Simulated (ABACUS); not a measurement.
Input of an ABACUS 3.10.1 run:

The input INPUT:

```
INPUT_PARAMETERS
suffix              InP
calculation         nscf
basis_type          pw
pseudo_dir          ./
symmetry            -1
dft_functional      GGA_X_OPTX+GGA_C_LYP
ecutwfc             71.0
pseudo_rcut         10
nspin               1
nbands              19
ks_solver           dav
smearing_method     fd
smearing_sigma      0.00367493
scf_thr             1e-08
scf_nmax            100
mixing_type         broyden
mixing_beta         0.7
init_chg            file
pw_diag_thr         1e-07
out_band            1
kpar                4
```

The input STRU:

```
ATOMIC_SPECIES
In 114.8180 In.upf
P 30.9738 P.upf

LATTICE_CONSTANT
1.8897261246

LATTICE_VECTORS
0.0000000000 2.9305000000 2.9305000000
2.9305000000 0.0000000000 2.9305000000
2.9305000000 2.9305000000 0.0000000000

ATOMIC_POSITIONS
Direct

In
0.0
1
0.0000000000 0.0000000000 0.0000000000 1 1 1

P
0.0
1
0.7500000000 0.7500000000 0.7500000000 1 1 1
```

File KPT:

```
K_POINTS
12
Line
0.00000000 0.00000000 0.00000000 10 // G
0.50000000 0.00000000 0.50000000 10 // X
0.50000000 0.25000000 0.75000000 10 // W
0.37500000 0.37500000 0.75000000 10 // K
0.00000000 0.00000000 0.00000000 10 // G
0.50000000 0.50000000 0.50000000 10 // L
0.62500000 0.25000000 0.62500000 10 // U
0.50000000 0.25000000 0.75000000 10 // W
0.50000000 0.50000000 0.50000000 10 // L
0.37500000 0.37500000 0.75000000 1 // K
0.62500000 0.25000000 0.62500000 10 // U
0.50000000 0.00000000 0.50000000 1 // X
```

Potentials or basis: PseudoDojo NC SR 0.5 PBE standard, plane waves.

Launch:

```bash
$ OMP_NUM_THREADS=1 mpirun -np 4 abacus > log
```

What does it give for the band gap along the path?

1.01 eV, direct.

Levels at the corners of the path, in eV from the Fermi level:
```tsv
point	band 5	band 6	band 7	band 8	band 9	band 10	band 11	band 12	band 13	band 14
Γ	-14.88	-11.95	-0.53	-0.53	-0.53	0.48	3.72	3.72	3.72	8.84
X	-14.85	-9.66	-6.14	-2.77	-2.77	1.65	2.02	9.13	9.20	9.20
W	-14.87	-9.60	-6.00	-3.35	-3.29	3.94	4.09	5.29	6.08	9.91
K	-14.86	-9.68	-6.01	-3.67	-2.40	2.16	4.08	7.13	7.38	8.03
Γ	-14.88	-11.95	-0.53	-0.53	-0.53	0.48	3.72	3.72	3.72	8.84
L	-14.87	-10.30	-6.09	-1.47	-1.47	1.24	4.46	4.46	7.15	9.57
U	-14.86	-9.68	-6.01	-3.67	-2.40	2.16	4.08	7.13	7.38	8.03
W	-14.87	-9.60	-6.00	-3.35	-3.29	3.94	4.09	5.29	6.08	9.91
L	-14.87	-10.30	-6.09	-1.47	-1.47	1.24	4.46	4.46	7.15	9.57
K	-14.86	-9.68	-6.01	-3.67	-2.40	2.16	4.08	7.13	7.38	8.03
U	-14.86	-9.68	-6.01	-3.67	-2.40	2.16	4.08	7.13	7.38	8.03
X	-14.85	-9.66	-6.14	-2.77	-2.77	1.65	2.02	9.13	9.20	9.20
```

Caveat: the density is read from an earlier self-consistent run, whose mesh may be coarse; spin-orbit coupling is left out, which moves the levels of the heavy elements.

**What was measured.**

A printed reference work, data compilation reports, for a bulk crystal of InP at 1.6 K: band gap 1.4236 eV (direct).

Against the measured gap of InP, 1.4236 eV (direct; 1.6 K; a printed reference work, data compilation), the calculated 1.01 eV is off by -0.41 eV. Spin-orbit coupling on In is left out. The value is that of OLYP, without temperature or zero-point motion.
